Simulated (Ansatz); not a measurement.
# Ru: the cost of one run

Method: DFT PBE, scalar-relativistic, in Ansatz 0.2.0.

## (1) The system as given

The structure is hexagonal, space group P6_3/mmc (No. 194). The conventional cell has a = 2.706 Å, b = 2.706 Å, c = 4.282 Å, α = 90.00°, β = 90.00°, γ = 120.00°. Ru (site symmetry -6m2) has 12 Ru at 2.65 to 2.71 Å as nearest neighbours.

Coordinates:

```
CELL_PARAMETERS angstrom
2.70580 0.00000 0.00000
-1.35290 2.34329 0.00000
0.00000 0.00000 4.28190
ATOMIC_POSITIONS crystal
Ru 0.33333 0.66667 0.25000
Ru 0.66667 0.33333 0.75000
```

Atoms are numbered in the order of the input: Ru1, Ru2.

## (2) After the deformation

Space group P6_3/mmc before, P-1 after.

## (3) All-electron LAPW

Input file input.yaml:

```yaml
crystal:
  lattice:
    - [2.7057993342, -0.0270579933, -0.0270579933]
    - [-1.3763325767, 2.3568199577, -0.0099039129]
    - [-0.042819, -0.042819, 4.2819]
  atoms:
    - { symbol: Ru, position: [0.3333333333, 0.6666666667, 0.25] }
    - { symbol: Ru, position: [0.6666666667, 0.3333333333, 0.75] }
kpoints:
  mp_grid: { grid: [14, 14, 8] }
  band_path:
    path:
      - [0.0, 0.0, 0.0]
      - [0.0, 0.0, 0.5]
      - [-0.5, 0.5, 0.0]
      - [0.0, 0.0, 0.0]
      - [0.0, -0.5, 0.0]
      - [-0.5, 0.0, 0.5]
      - [0.0, 0.0, 0.0]
      - [-0.5, 0.0, 0.0]
      - [0.0, -0.5, 0.5]
    npoints: 5
scf:
  occupations: { method: fermi_dirac, width: 0.03 }
hamiltonian:
  xc: pbe
  pseudopotentials: { kind: all_electron, lapw: { basis_error: 0.0005 } }
output:
  forces: true
  stress: true
  eigenvalues: true
```

On the command line:

```bash
ansatz run input.yaml --threads 1 --pin off --max-ram 3072MiB --backend cpu --events-out ev --progress --plain --runs-dir out
```

**Question.** How long does this run take on 1 thread of Intel Xeon Platinum 8488C (Sapphire Rapids), shared host, and how much memory does it need?

About 3.2 min, with a peak of 2.2 GiB.
